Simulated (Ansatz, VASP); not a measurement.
This is a calculation of NiO for VASP 6.6.1.

Contents of run.py:

```python
from ase.calculators.vasp import Vasp
from ase.dft.bandgap import bandgap
from ase.io import read

atoms = read('NiO.cif')
atoms.set_initial_magnetic_moments([1.0, 0.0])
calc = Vasp(
    directory='calc',
    xc='rpbe',
    pp='PBE',
    setups='recommended',
    prec='Accurate',
    encut=520,
    ediff=1e-06,
    ismear=0,
    sigma=0.1,
    lreal=False,
    lasph=True,
    nelm=120,
    algo='Normal',
    isif=2,
    lwave=False,
    lcharg=False,
    ispin=2,
    lorbit=11,
    lmaxmix=4,
    kpts=[11, 11, 11],
    gamma=True,
)
atoms.calc = calc

print('energy (eV):', atoms.get_potential_energy())
print('free energy (eV):', atoms.get_potential_energy(force_consistent=True))
print('forces (eV/A):')
print(atoms.get_forces())
print('stress (eV/A^3, Voigt):', atoms.get_stress())
print('Fermi level (eV):', calc.get_fermi_level())
print('moment (muB):', atoms.get_magnetic_moment())
print('site moments (muB):', atoms.get_magnetic_moments())
gap, top, bottom = bandgap(calc)
print('band gap (eV):', gap, 'from (spin, k, band)', top, 'to', bottom)
```

File NiO.cif:

```cif
data_NiO
_cell_length_a 2.94991039
_cell_length_b 2.94991039
_cell_length_c 2.94991039
_cell_angle_alpha 60.00000000
_cell_angle_beta 60.00000000
_cell_angle_gamma 60.00000000
_space_group_name_H-M_alt 'P1'
_space_group_name_Hall 'P 1'
_space_group_IT_number 1
loop_
_space_group_symop_operation_xyz
'x,y,z'
loop_
_atom_site_label
_atom_site_type_symbol
_atom_site_symmetry_multiplicity
_atom_site_Wyckoff_symbol
_atom_site_fract_x
_atom_site_fract_y
_atom_site_fract_z
_atom_site_occupancy
Ni1 Ni 1 a 0.0000000000 0.0000000000 0.0000000000 1
O1 O 1 a 0.5000000000 0.5000000000 0.5000000000 1
```

Potentials or basis: VASP PAW PBE potentials, release 64 (Ni, O).

The run is started by

```console
$ python run.py
```

**Question.** Translate it to Ansatz 0.2.0. Potentials there: Ansatz PAW.

**Answer.** As run (the cutoff follows the program's own potentials):

input.yaml

```yaml
crystal:
  lattice:
    - [0.0, 2.0859016414, 2.0859016414]
    - [2.0859016414, 0.0, 2.0859016414]
    - [2.0859016414, 2.0859016414, 0.0]
  atoms:
    - { symbol: Ni, position: [0.0, 0.0, 0.0], spin: 1.0 }
    - { symbol: O, position: [0.5, 0.5, 0.5] }
hamiltonian:
  xc: rpbe
  pseudopotentials: { kind: paw }
magnetization:
  spin_polarized: true
kpoints:
  mp_grid: { grid: [11, 11, 11] }
scf:
  occupations: { method: gaussian, width: 0.1 }
output:
  forces: true
  stress: true
  eigenvalues: true
```

Potentials or basis: Ansatz PAW.

The run is started by

```bash
$ ansatz run input.yaml --threads 2 --pin off --max-ram 5632MiB --backend cpu --events-out ev --progress --plain --runs-dir out
```

Both were run:

|  | VASP | Ansatz | Ansatz less VASP |
| --- | --- | --- | --- |
| gap on the k mesh at the Fermi level (eV) | none | none | - |
| pressure (GPa) | 13.1 | 13.3 | +0.18 |
| net moment per atom (μB) | 0.90 | 0.92 | +0.012 |
| size of the moment on the site where the two differ most (μB) | 0.28 | 0.30 | +0.019 |

Site moments also hang on the region over which each program counts them. A gap of «none» marks a metal or a gap that the smearing closes. The functional is the same, so the differences come from potentials, cutoffs and numerics. The two sets of potentials don't hold the same shells in valence.

Caveats: a cell with one magnetic atom can't hold antiferromagnetic order, which such compounds often take; semilocal functionals often make such compounds metallic where correlation or magnetic order opens a gap, which also shifts bond lengths; the PAW data sets were made with another functional, which shifts forces and pressure a little (VASP); the pressure holds a Pulay correction of +0.7 GPa for the finite cutoff (Ansatz); the PAW data sets come from PBE, with cores solved anew for the run's functional, which leaves a small shift of forces and pressure (Ansatz). With open d or f shells a metallic result of RPBE can be an artefact of self-interaction; +U or a hybrid may open a gap.
